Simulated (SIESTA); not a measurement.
Crystal: MgS.

```xyz
4
Lattice="4.0346 0.0000 0.0000 -2.0173 3.4941 0.0000 0.0000 0.0000 6.4323" Properties=species:S:1:pos:R:3 pbc="T T T"
S     2.0173    1.1647    5.6556
S     0.0000    2.3294    2.4394
Mg    0.0000    2.3294    6.4050
Mg    2.0173    1.1647    3.1888
```

The cell comes from a database or a generator and needn't be the stable form of this composition.

Base run:

* Program: SIESTA 5.4.2
* Functional: PBEsol
* Potentials or basis: PseudoDojo 0.4 standard (PBEsol files)
* Basis: DZP (energy shift 0.003 Ry; two zetas on semicore shells)
* Grid cutoff: 800 Ry
* Energy shift: 0.003 Ry
* k mesh: 8 × 8 × 4
* Occupations: fermi-dirac, width 0.05 eV
* Spin: no spin polarisation

Its results: band gap on the k mesh 3.26 eV, direct; pressure 1.4 GPa; largest force 0.043 eV/Å.

The run is repeated on the same cell with these changes: functional from PBEsol to LDA; potentials or basis from PseudoDojo 0.4 standard (PBEsol files) to PseudoDojo 0.4 standard (LDA files). What comes out?

Band gap on the k mesh 3.17 eV, direct; pressure -0.2 GPa; largest force 0.050 eV/Å.

Caveats: the basis of atomic orbitals isn't converged, which shifts pressures, moduli and gaps.

Not every run made on this cell is shown here.
